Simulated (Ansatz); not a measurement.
CaB6: experiment and calculation

**What was measured.**

From a printed reference work, data compilation, original work of 1970, for a bulk crystal of CaB6 at 300 K: lattice constant a 4.152 Å.

The runs below are set against these values where they give the same quantity.

Theory: DFT PBEsol, scalar-relativistic, plane waves, PAW (Ansatz 0.2.0).

Cutoff 420 eV; k points 10×10×10 on the computed 7-atom cell (Γ-centred); Gaussian smearing, width 0.10 eV; no spin polarisation.

Relaxed structure, symmetry kept:

```
Ca B
1.0
     4.12734    0.00000    0.00000
     0.00000    4.12734    0.00000
     0.00000    0.00000    4.12734
Ca B
1 6
Direct
  0.50000 0.50000 0.50000
  0.00000 0.00000 0.29838
  0.00000 0.00000 0.70162
  0.29838 0.00000 0.00000
  0.70162 0.00000 0.00000
  0.00000 0.29838 0.00000
  0.00000 0.70162 0.00000
```

| Property | Result |
| --- | --- |
| Space group | Pm-3m (No. 221) |
| Volume per atom | 10.04 Å³ |
| Formation energy from the elements' standard states (uncorrected) | -0.392 eV/atom |
| Kohn–Sham band gap | zero, with almost no states at the Fermi level |
| Density of states at the Fermi level | 0.00 states/eV per cell (so small that it hangs on the mesh: a semimetal, or crossings between mesh points) |
| Löwdin character within 0.5 eV of the Fermi level | B 2p 89 %, unprojected 11 % |
| Bulk modulus | 152 GPa |
| Its pressure derivative | 3.6 |
| Bader charges (e) | Ca (1 in the cell) 1.53, B (6 in the cell) -0.25 |

Measured lattice constant a of CaB6: 4.152 Å (300 K; a printed reference work, data compilation, original work of 1970). This calculation gives 4.127 Å (-0.6 %). The calculation is for 0 K without zero-point motion.

Cost: 9 runs of about 2.3 core-minutes in all, on Intel Xeon Platinum 8488C (Sapphire Rapids) (shared hosts).